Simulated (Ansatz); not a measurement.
# TiSe2: how the settings move a relaxation

Aim: see which settings change the result for TiSe2, by how much, and at what cost.

A COD entry behind a cell of this session may itself be a prediction, so a difference from it is no test against experiment.

Program: Ansatz 0.2.0. Level of theory: reference: DFT, PBEsol, PAW with Ansatz's default frozen-core files, scalar-relativistic; relaxation of cell and atoms. These are calculated values, not measurements.

## (1) The structure to begin with

The structure is trigonal, space group P-3m1 (No. 164). Conventional cell: a = 3.536 Å, b = 3.536 Å, c = 6.004 Å, α = 90.00°, β = 90.00°, γ = 120.00°. Ti (site symmetry -3m) is surrounded by 6 Se at 2.55 Å. Se (site symmetry 3m) has 3 Ti at 2.55 Å as nearest neighbours.

Coordinates:

```xyz
3
Lattice="3.5360 0.0000 0.0000 -1.7680 3.0623 0.0000 0.0000 0.0000 6.0040" Properties=species:S:1:pos:R:3 pbc="T T T"
Ti    0.0000    0.0000    0.0000
Se    0.0000    2.0415    1.5322
Se    1.7680    1.0208    4.4718
```

## (2) Reference

input.yaml

```yaml
crystal:
  lattice:
    - [3.53600000001, 0.0, 0.0]
    - [-1.768, 3.06226582779, 0.0]
    - [0.0, 0.0, 6.004]
  atoms:
    - { symbol: Ti, position: [0.0, 0.0, 0.0] }
    - { symbol: Se, position: [0.333333333333, 0.666666666667, 0.2552] }
    - { symbol: Se, position: [0.666666666667, 0.333333333333, 0.7448] }
kpoints:
  mp_grid: { grid: [12, 12, 6] }
scf:
  occupations: { method: fermi_dirac, width: 0.05 }
hamiltonian:
  xc: pbesol
  pseudopotentials: { kind: paw }
relax:
  f_tol: 0.002
  max_steps: 80
  cell: {}
output:
  forces: true
  stress: true
```

Command:

```bash
> ansatz run input.yaml --threads 2 --pin off --max-ram 6144MiB --backend cpu --events-out ev --progress --plain --runs-dir out
```

## (3) Changing settings: occupations.method tetrahedron_uncorrected, xc pbe, accuracy high, width left out

input.yaml: that of step 2 with these lines changed.

```diff
@@ -12,5 +12,5 @@
 scf:
-  occupations: { method: fermi_dirac, width: 0.05 }
+  occupations: { method: tetrahedron_uncorrected }
 hamiltonian:
-  xc: pbesol
+  xc: pbe
   pseudopotentials: { kind: paw }
@@ -23 +23,2 @@
   stress: true
+accuracy: high
```

**Question.** What will these runs give? Wanted: for each run, ending; energy change; pressure; gap; force.

**Answer**, as computed:

| run | ending | energy change | pressure (GPa) | gap (eV) | force (eV/Å) | cycles | time |
| --- | --- | --- | --- | --- | --- | --- | --- |
| reference | converged | - | 0.0 | 0.00 | 0.00 | 43 | 29 s |
| 1: occupations.method tetrahedron_uncorrected, xc pbe, accuracy high, width left out | converged | not comparable | 0.0 | 0.00 | 0.00 | 99 | 62 s |

**Reading.** Total energies don't compare across a change of functional; the final volume goes from 62.12 to 73.17 Å³. The smearing and accuracy level changed too. Cost: 99 SCF cycles against 43, 62 s against 29 s. The reference leaves spin out although Ti can carry a moment, so its state need not be the lowest.
